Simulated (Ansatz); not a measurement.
GaP under changes of volume

One of the cells (20.240 Å³/atom); the others are scaled copies at fixed shape and fractional positions:

```
Ga P
1.0
     0.00000    2.72525    2.72525
     2.72525    0.00000    2.72525
     2.72525    2.72525    0.00000
Ga P
1 1
Direct
  0.00000 0.00000 0.00000
  0.75000 0.75000 0.75000
```

| Quantity | Value |
| --- | --- |
| Program | Ansatz 0.2.0 |
| Functional | PBE |
| Potentials or basis | all-electron LAPW, scalar-relativistic |
| Cutoff | 303 eV (chosen from the basis error) |
| Basis error allowed | 0.0005 eV/atom |
| k mesh | 8 × 8 × 8 |
| Occupations | fermi-dirac, width 0.05 eV |
| Spin | no spin polarisation |

| volume (Å³/atom) | energy over the lowest point (meV/atom) | pressure (GPa) | gap on the mesh (eV) |
| --- | --- | --- | --- |
| 19.026 | 45.33 | 8.7 | 1.52 |
| 19.431 | 26.32 | 6.4 | 1.57 |
| 19.836 | 12.82 | 4.3 | 1.61 |
| 20.240 | 4.26 | 2.5 | 1.64 |
| 20.645 | ? | ? | ? |
| 21.050 | 0.00 | -0.7 | 1.51 |
| 21.455 | 3.45 | -2.0 | 1.36 |

Q: What does the run at 20.645 Å³/atom give?

A: Energy over the lowest point 0.13 meV/atom; pressure 0.8 GPa; gap on the mesh 1.62 eV.

Worked out: A Birch-Murnaghan fit of order 3 (a polynomial in V^(-2/3)) to the other rows has its minimum at 20.86 Å³/atom with B0 = V·E''(V) = 77 GPa and B' = 4.5. It gives 0.13 meV/atom at 20.645 Å³/atom, against the run's 0.13, and -dE/dV = 0.8 GPa, against 0.8. A parabola through the other rows of the gap, of slope -3.31 eV per unit of ln V there, gives 1.58 eV, against the run's 1.62.

Energies are extrapolated to zero smearing.

A mesh can miss the band edges. Spin-orbit coupling on Ga is left out.
